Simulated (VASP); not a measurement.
# Se (P3_121) in VASP: notebook

One crystal, Se, is run at these levels: HSE06, PBEsol, LDA; tasks: single point, relaxation of cell and atoms.

Everything below comes from runs of VASP 6.6.1. Logs are shortened: lines on timing, memory, paths and dates and some standing lists are left out, and cuts for length are marked.

## Step 1: Starting point

It takes space group P3_121 (No. 152, trigonal). Conventional cell: a = 4.366 Å, b = 4.366 Å, c = 4.954 Å, α = 90.00°, β = 90.00°, γ = 120.00°. Se (site symmetry 2) is surrounded by 2 Se at 2.37 Å.

## Step 2: Single point, HSE06

The input, POSCAR:

```
Se
1.0
    4.3662000000      0.0000000000      0.0000000000
   -2.1831000000      3.7812401180      0.0000000000
    0.0000000000      0.0000000000      4.9536000000
Se
3
Direct
    0.7746000000      0.7746000000      0.0000000000
    0.0000000000      0.2254000000      0.6666666667
    0.2254000000      0.0000000000      0.3333333333
```

The input, INCAR.step1:

```
  PREC = Accurate
  ENCUT = 280
  EDIFF = 1E-5
  ISMEAR = 0
  SIGMA = 0.01
  LREAL = False
  LASPH = True
  NELM = 100
  ALGO = Normal
  ISIF = 2
  LWAVE = True
  NKRED = 1
  NBANDS = 17
  GGA = PE
```

The input, INCAR.step2:

```
  PREC = Accurate
  ENCUT = 280
  EDIFF = 1E-6
  ISMEAR = 0
  SIGMA = 0.01
  LREAL = False
  LASPH = True
  NELM = 100
  ALGO = Normal
  ISIF = 2
  LWAVE = False
  LCHARG = False
  GGA = PE
  LHFCALC = True
  HFSCREEN = 0.2
  PRECFOCK = Fast
  NKRED = 1
  NBANDS = 17
  ISTART = 1
```

The input, KPOINTS:

```
Automatic mesh
0
Gamma
  5 5 4
```

Potentials or basis: VASP PAW PBE potentials, release 64 (Se).

Started as:

```console
cat potpaw_PBE.64/Se/POTCAR > POTCAR
cp INCAR.step1 INCAR
mpirun -np 1 vasp_std > vasp.out
cp INCAR.step2 INCAR
mpirun -np 1 vasp_std > vasp.out
```

OUTCAR:

```text
PREC = Accurate
   ENCUT = 280
   EDIFF = 1E-6
   ISMEAR = 0
   LREAL = False
   LASPH = True
   NELM = 100
   ISIF = 2
   GGA = PE
   LHFCALC = True
   HFSCREEN = 0.2
   PRECFOCK = Fast
   NKRED = 1
   ISTART = 1

 Found     17 irreducible k-points:

 Following reciprocal coordinates:
            Coordinates               Weight
  0.000000  0.000000  0.000000      1.000000
  0.200000 -0.000000  0.000000      6.000000
  0.400000 -0.000000  0.000000      6.000000
  0.200000  0.200000  0.000000      6.000000
  0.400000  0.200000  0.000000      6.000000
  0.000000  0.000000  0.250000      2.000000
   k-points           NKPTS =     17   k-points in BZ     NKDIM =    100   number of bands    NBANDS=     17
   number of dos      NEDOS =    301   number of ions     NIONS =      3
   total plane-waves  NPLWV =  16128
   dimension x,y,z NGX =    24 NGY =   24 NGZ =   28
   dimension x,y,z NGXF=    48 NGYF=   48 NGZF=   56
   ions per type =               3
   NGX,Y,Z   is equivalent  to a cutoff of   9.14,  9.14,  9.40 a.u.
   NGXF,Y,Z  is equivalent  to a cutoff of  18.28, 18.28, 18.79 a.u.
 SYSTEM =  unknown system
   PREC   = accura    normal or accurate (medium, high low for compatibility)
   ISTART =      1    job   : 0-new  1-cont  2-samecut
   ICHARG =      0    charge: 1-file 2-atom 10-const
   ISPIN  =      1    spin polarized calculation?
   LNONCOLLINEAR =      F non collinear calculations
   LSORBIT =      F    spin-orbit coupling
   LASPH  =      T    aspherical Exc in radial PAW
   ENCUT  =  280.0 eV  20.58 Ry    4.54 a.u.   5.96  5.96  6.76*2*pi/ulx,y,z
   NELM   =    100;   NELMIN=  2; NELMDL=  0     # of ELM steps
   EDIFF  = 0.1E-05   stopping-criterion for ELM
   LREAL  =      F    real-space projection
   EDIFFG = 0.1E-04   stopping-criterion for IOM
   NSW    =      0    number of steps for IOM
   IBRION =     -1    ionic relax: 0-MD 1-quasi-New 2-CG
   NFREE  =      0    steps in history (QN), initial steepest desc. (CG)
   ISIF   =      2    stress and relaxation
   ISYM   =      3    0-nonsym 1-usesym 2-fastsym
   POTIM  = 0.5000    time-step for ionic-motion
   TEBEG  =    0.0;   TEEND  =   0.0 temperature during run
   PSTRESS=    0.0 pullay stress
   NELECT =      18.0000    total number of electrons
   NUPDOWN=      -1.0000    fix difference up-down
   EMIN   =  10.00;   EMAX   =-10.00  energy-range for DOS
   EFERMI =   0.00;   METHOD = LEGACY
   ISMEAR =     0;   SIGMA  =   0.01  broadening in eV -4-tet -1-fermi 0-gaus
   EFERMI_NEDOS =   21; number of points for ismear=-14 and -15
   IALGO  =     38    algorithm
   IMIX   =      1    mixing-type and parameters
     AMIX     =   0.40;   BMIX     =  1.00
     AMIX_MAG =   1.60;   BMIX_MAG =  1.00
  volume/ion in A,a.u.               =      27.26       183.96
  Fermi-wavevector in a.u.,A,eV,Ry     =   0.988430  1.867862 13.292817  0.976995
  Thomas-Fermi vector in A             =   2.119956
   LORBIT       =      0    0 simple, 1 ext, 2 COOP (PROOUT), +10 PAW based schemes
   GGA     = PE    functional components
   LHFCALC =     T    Hartree Fock is set to
   PRECFOCK=fast      Normal, Fast or Accurate (Low or Medium for compatibility)
   ENCUT4O =  -1.0   cutoff for four orbital integrals eV
   NKREDX  =     1    reduce k-point grid by
   NKREDY  =     1    reduce k-point grid by
   NKREDZ  =     1    reduce k-point grid by
   AEXX    =    0.2500 exact exchange contribution
   HFSCREEN=    0.2000 screening length (either q_TF or 0.3 A-1)
   HFSCREENC=   0.2000 screening length for correlation (either q_TF or 0.3 A-1)
   ENCUTFOCK=  -1.0 apply spherical cutoff to Coloumb kernel
   IVDW    =     0    specifies the selected vdW correction
   LEPSILON=     F    determine dielectric tensor
   LRPA    =     F    only Hartree local field effects (RPA)
 non-spin polarized calculation
 Gauss-broadening in eV      SIGMA  =   0.01
  energy-cutoff  :      280.00
  volume of cell :       81.78
 maximum number of plane-waves:       890
 NGX is ok and might be reduce to    24
  NGX = 14; NGY = 14; NGZ = 16

 number of electron      18.0000010 magnetization

 Free energy of the ion-electron system (eV)
  ---------------------------------------------------
  ext. energy  EPLUGINS =         0.00000000
  ---------------------------------------------------
  free energy    TOTEN  =       -13.28245539 eV

  energy without entropy =      -13.28245539  energy(sigma->0) =      -13.28245539

 E-fermi :   2.1854     XC(G=0):  -7.3659

 val. band max:        2.1260242925   @ k =   0.4000   0.2000   0.5000
 cond. band min:       4.1470692210   @ k =   0.0000   0.0000   0.5000
 fundamental gap:      2.0210449285
 Fermi energy:         2.1854170984

 k-point     1 :       0.0000    0.0000    0.0000
  band No.  band energies     occupation
      1     -15.1872      2.00000
      2     -10.6065      2.00000
      3     -10.6065      2.00000
      4      -1.9086      2.00000
      5      -1.9086      2.00000
      6      -1.8835      2.00000
      7      -0.2105      2.00000
      8      -0.2105      2.00000
      9       1.5617      2.00000
     10       4.9182      0.00000
     11       4.9182      0.00000
     12       5.2041      0.00000
     13       9.2439      0.00000
     14       9.5178      0.00000
     15       9.5178      0.00000
     16      11.5422      0.00000
     17      11.8848      0.00000

 k-point     2 :       0.2000   -0.0000    0.0000
  band No.  band energies     occupation
      1     -15.0224      2.00000
      2     -10.7622      2.00000
      3     -10.5887      2.00000
      4      -2.8970      2.00000
      5      -2.3678      2.00000
      6      -1.7087      2.00000
      7      -0.1273      2.00000
      8       0.3302      2.00000
      9       1.2824      2.00000
     10       4.8266      0.00000
     11       4.9292      0.00000
     12       5.6051      0.00000
     13       9.1852      0.00000
     14       9.2222      0.00000
     15      10.7406      0.00000
     16      11.6786      0.00000
     17      11.9649      0.00000

 k-point     3 :       0.4000   -0.0000    0.0000
  band No.  band energies     occupation
      1     -14.7092      2.00000
      2     -11.0986      2.00000
      3     -10.5580      2.00000
      4      -3.4041      2.00000
      5      -2.8238      2.00000
      6      -1.7301      2.00000
      7      -0.7128      2.00000
      8       0.2145      2.00000
      9       1.0036      2.00000
     10       4.9073      0.00000
     11       5.2827      0.00000
     12       6.8979      0.00000
     13       8.3968      0.00000
     14      10.2746      0.00000
     15      12.2579      0.00000
     16      13.2298      0.00000
     17      13.4252      0.00000

 k-point     4 :       0.2000    0.2000    0.0000
  band No.  band energies     occupation
      1     -14.7765      2.00000
      2     -10.9471      2.00000
      3     -10.6467      2.00000
      4      -3.2285      2.00000
      5      -2.9774      2.00000
      6      -1.4795      2.00000
      7      -0.4577      2.00000
      8       0.1340      2.00000
      9       0.7575      2.00000
     10       5.2246      0.00000
     11       5.5790      0.00000
     12       6.1738      0.00000
     13       8.7895      0.00000
     14       9.6682      0.00000
     15      11.5552      0.00000
     16      12.5958      0.00000
     17      13.4444      0.00000

 k-point     5 :       0.4000    0.2000    0.0000
  band No.  band energies     occupation
      1     -14.6018      2.00000
      2     -11.0660      2.00000
      3     -10.7227      2.00000
      4      -3.3348      2.00000
      5      -3.0977      2.00000
      6      -1.2638      2.00000
      7      -0.9742      2.00000
      8      -0.2617      2.00000
      9       0.4926      2.00000
     10       5.4738      0.00000
     11       6.0530      0.00000
     12       6.9334      0.00000
     13       8.8067      0.00000
     14      10.3880      0.00000
     15      11.6837      0.00000
     16      13.0287      0.00000
     17      13.2857      0.00000

 k-point     6 :       0.0000    0.0000    0.2500
  band No.  band energies     occupation
      1     -14.8606      2.00000
      2     -12.4195      2.00000
      3      -8.8868      2.00000
      4      -2.5908      2.00000
      5      -1.7195      2.00000
      6      -1.5756      2.00000
      7      -0.0764      2.00000
      8       0.3093      2.00000
      9       1.1169      2.00000
     10       4.4258      0.00000
     11       4.4902      0.00000
     12       4.6849      0.00000
     13       9.8040      0.00000
     14      10.2666      0.00000
     15      10.4615      0.00000
     16      10.6292      0.00000
     17      11.6497      0.00000

 [... further k-points ...]

------------------------ aborting loop because EDIFF is reached ----------------------------------------

  FORCE on cell =-STRESS in cart. coord.  units (eV):
  Direction    XX          YY          ZZ          XY          YZ          ZX
  --------------------------------------------------------------------------------------
  -------------------------------------------------------------------------------------
  Total        0.3610420      0.3610420      0.0792310      0.0000000      0.0000000     -0.0000000
  in kB        7.0730955      7.0730955      1.5521966      0.0000000      0.0000000     -0.0000000
  external PRESSURE =       5.2327958 kB  Pullay stress =       0.0000000 kB

 VOLUME and BASIS-vectors are now :
 -----------------------------------------------------------------------------
  energy-cutoff  :      280.00
  volume of cell :       81.78
      direct lattice vectors                 reciprocal lattice vectors
     4.366200000  0.000000000  0.000000000     0.229032110  0.132231751  0.000000000
    -2.183100000  3.781240118  0.000000000     0.000000000  0.264463501  0.000000000
     0.000000000  0.000000000  4.953600000     0.000000000  0.000000000  0.201873385

 POSITION                                       TOTAL-FORCE (eV/Angst)
 -----------------------------------------------------------------------------------
      1.69103      2.92895      0.00000         0.092644      0.160465     -0.000000
     -0.49207      0.85229      3.30240         0.092644     -0.160465     -0.000000
      0.98414      0.00000      1.65120        -0.185289      0.000000      0.000000
 -----------------------------------------------------------------------------------
    total drift:                                0.000001     -0.000001      0.000001

  FREE ENERGIE OF THE ION-ELECTRON SYSTEM (eV)
  ---------------------------------------------------
  free  energy   TOTEN  =       -13.2824553932 eV

  energy  without entropy=      -13.2824553932  energy(sigma->0) =      -13.28245539
```

It took 3.4 min on 1 thread of Intel Xeon 6975P-C (Granite Rapids), shared host; peak memory 0.24 GiB.

These settings aren't checked as converged: the numbers below hold their error.

Results:

```yaml
Free_energy: -13.2825 eV
Pressure: 0.5 GPa
Largest_force: 0.185 eV/Å
Band_gap_on_the_k_mesh: 2.02 eV, indirect (least direct gap 2.12 eV)
```

Caveat: the PAW data sets were made with another functional, which shifts forces and pressure a little; an odd mesh through Γ misses points on the zone boundary, where band edges often lie.

(Continued in part 2 of 3.)
